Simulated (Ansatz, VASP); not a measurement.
## One calculation of InSe, two programs

```
In Se
1.0
     2.00000    1.15470    8.44000
    -2.00000    1.15470    8.44000
     0.00000   -2.30940    8.44000
In Se
2 2
Cartesian
  0.0000 0.0000 22.4994
  0.0000 0.0000 0.0000
  0.0000 0.0000 4.3525
  0.0000 0.0000 9.7102
```

Alike in both runs: task single point; functional PBE; k mesh 8 × 8 × 8; occupations gaussian, width 0.011 eV; no spin polarisation.

|  | VASP | Ansatz |
| --- | --- | --- |
| version | VASP 6.6.1 | Ansatz 0.2.0 |
| potentials or method | VASP PAW PBE potentials, release 64 (In_d, Se) | Ansatz PAW |
| plane-wave cutoff (eV) | 520 | 420 |
| valence electrons in the cell | 38 | 58 |

VASP gave:

```
gap on the k mesh at the Fermi level (eV)       : 0.43
least direct gap on the mesh (eV)               : 0.43
pressure (GPa)                                  : 2.8
largest component of the traceless stress (GPa) : 0.80
rms of the force components (eV/Å)              : 0.187
```

Task: What did Ansatz give for the same quantities?

Result: gap on the k mesh at the Fermi level (eV): 0.44; least direct gap on the mesh (eV): 0.44; pressure (GPa): 2.7; largest component of the traceless stress (GPa): 0.80; rms of the force components (eV/Å): 0.178.

Atom by atom the forces differ by 0.009 eV/Å (rms over components). The functional is the same, so the differences come from potentials, cutoffs and numerics. The two sets of potentials don't hold the same shells in valence.

Caveats: spin-orbit coupling is left out, which moves the levels of the heavy elements. A k mesh can miss the band edges. As with any semilocal functional, this PBE gap is likely too small.
